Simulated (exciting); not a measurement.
Write the native input for exciting (release sodium) that does the following.

* Task: single point
* Functional: PBEsol
* Potentials or basis: all-electron LAPW+lo, shipped species files, valence relativity iora*
* rgkmax: 9
* k mesh: 10 × 10 × 10
* Occupations: fermi-dirac, width 0.05 eV
* Spin: no spin polarisation
* gmaxvr (cutoff of density and potential): 14 1/bohr
* lmaxapw (and lmaxmat): 10
* lmaxvr: 8
* nempty: 8
* Valence relativity: iora*
* epsengy: 1e-05 Ha
* epspot: 1e-05 Ha
* maxscl: 60
* Muffin-tin radii: Lu 2.3 bohr

Crystal: Lu.

```
Lu
1.0
    -1.96151    1.98599    1.95506
     1.97238   -1.98057    1.96051
     1.91614    1.93521   -1.94964
Lu
1
Direct
  0.00287 0.01056 0.00296
```

The cell isn't the ideal one: cell strained at random at fixed volume.

One way to write it, as run:

input.xml

```xml
<input>
  <title>Lu</title>
  <structure speciespath="./" tshift="false">
    <crystal scale="1">
      <basevect>-3.706709131810 3.752975296519 3.694522288032</basevect>
      <basevect>3.727258013689 -3.742740539828 3.704834523495</basevect>
      <basevect>3.620979816440 3.657011224459 -3.684287531342</basevect>
    </crystal>
    <species speciesfile="Lu.xml" rmt="2.3">
      <atom coord="0.002874000000 0.010557000000 0.002955000000"/>
    </species>
  </structure>
  <groundstate do="fromscratch" ngridk="10 10 10" rgkmax="9" gmaxvr="14" lmaxapw="10" lmaxmat="10" lmaxvr="8" xctype="GGA_PBE_SOL" stype="Fermi Dirac" swidth="0.00183747" nempty="8" ValenceRelativity="iora*" epsengy="1e-05" epspot="1e-05" maxscl="60" tforce="true" outputlevel="normal"/>
</input>
```

Potentials or basis: all-electron LAPW+lo, shipped species files, valence relativity iora*.

Run with:

```sh
$ OMP_NUM_THREADS=1 exciting_smp
```

It gave:

```json
{"Band gap on the k mesh": "none (metal or under the smearing width)", "All electrons inside the program's atomic spheres": "Lu 68.24 (radii Lu 2.3 bohr)"}
```

Caveat: the log's total energy holds no entropy term; the free energy is that total less TS from the occupations.

Wall time 8 min on 1 thread of Arm Neoverse V2, on a shared host, peak memory 0.12 GiB.
